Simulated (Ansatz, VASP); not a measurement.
## B: VASP beside Ansatz

```xyz
8
Lattice="0.0000 -1.7030 -2.7003 -2.9537 1.7030 -2.7003 2.9537 1.7030 -2.7003" Properties=species:S:1:pos:R:3 pbc="T T T"
B    -1.4768    1.7030   -4.5530
B     0.0000    1.7030   -7.2533
B     0.0000    0.0000   -4.5530
B     1.4768    1.7030   -4.5530
B    -1.4768    0.0000   -3.5480
B     0.0000    1.7030   -3.5480
B     0.0000    0.0000   -0.8477
B     1.4768    0.0000   -3.5480
```

Alike in both runs: task single point; functional PBE; k mesh 8 × 6 × 6; occupations gaussian, width 0.1 eV; no spin polarisation.

|  | VASP | Ansatz |
| --- | --- | --- |
| version | VASP 6.6.1 | Ansatz 0.2.0 |
| potentials or method | VASP PAW PBE potentials, release 64 (B) | scalar-relativistic, plane waves, PAW |
| plane-wave cutoff (eV) | 520 | 420 |
| valence electrons in the cell | 24 | 24 |

|  | VASP | Ansatz | Ansatz less VASP |
| --- | --- | --- | --- |
| gap on the k mesh at the Fermi level (eV) | none | none | - |
| pressure (GPa) | -0.1 | -0.1 | +0.02 |
| largest component of the traceless stress (GPa) | 1.30 | 1.30 | +0.002 |
| rms of the force components (eV/Å) | 0.012 | 0.011 | -0.0002 |

Atom by atom the forces differ by 0.000 eV/Å (rms over components). A gap of «none» marks a metal or a gap that the smearing closes. The functional is the same, so the differences come from potentials, cutoffs and numerics.
